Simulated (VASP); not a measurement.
Wanted: the native input for a VASP 6.6.1 run.

* Task: single point
* Functional: PBE
* Potentials or basis: VASP PAW PBE potentials, release 64 (Ga_d, N)
* Cutoff: 520 eV
* k mesh: 10 × 10 × 3
* Occupations: fermi-dirac, width 0.05 eV
* Spin: no spin polarisation
* Further INCAR settings: ALGO = Normal; EDIFF = 1e-07; NBANDS = 46

The structure of GaN lies in POSCAR:

```
GaN
1.0
    3.2115377864      0.0000000000      0.0000000000
   -1.6057688932      2.7812733083      0.0000000000
    0.0000000000      0.0000000000     10.3568400000
Ga N
4 4
Direct
   -0.0094530000     -0.0148580000      0.7839010000
    0.6788250000      0.3442820000      0.0356210000
    0.3350580000      0.6747020000      0.5351120000
   -0.0030020000      0.0094200000      0.2894580000
    0.0043100000      0.0095360000      0.0942020000
    0.6604990000      0.3283390000      0.3435770000
   -0.0007360000      0.0019370000      0.5942870000
    0.3144890000      0.6768220000      0.8449700000
```

The cell is a database's computed one.

The cell isn't the ideal one: atoms moved at random, drawn with an rms of 0.05 Å.

The input as run:

INCAR

```
SYSTEM = GaN
ALGO = Normal
EDIFF = 1E-7
ENCUT = 520
GGA = PE
ISIF = 2
ISMEAR = -1
LASPH = .True.
LCHARG = .False.
LREAL = .False.
LWAVE = .False.
NBANDS = 46
NELM = 60
PREC = Accurate
SIGMA = 0.05
```

KPOINTS

```
k-points
0
Gamma
  10 10 3
  0 0 0
```

Potentials or basis: VASP PAW PBE potentials, release 64 (Ga_d, N).

Command:

```console
$ cat potpaw_PBE.64/Ga_d/POTCAR potpaw_PBE.64/N/POTCAR > POTCAR
$ mpirun -np 1 vasp_std > vasp.out
```

It gave:

```json
{
  "Pressure": "-0.2 GPa",
  "Largest force": "1.326 eV/Å",
  "Band gap on the k mesh": "0.80 eV, direct"
}
```

Run time: 8.7 min on 1 thread of Intel(R) Xeon(R) Platinum 8488C (Sapphire Rapids), with other jobs on the host, peak memory 0.54 GiB.
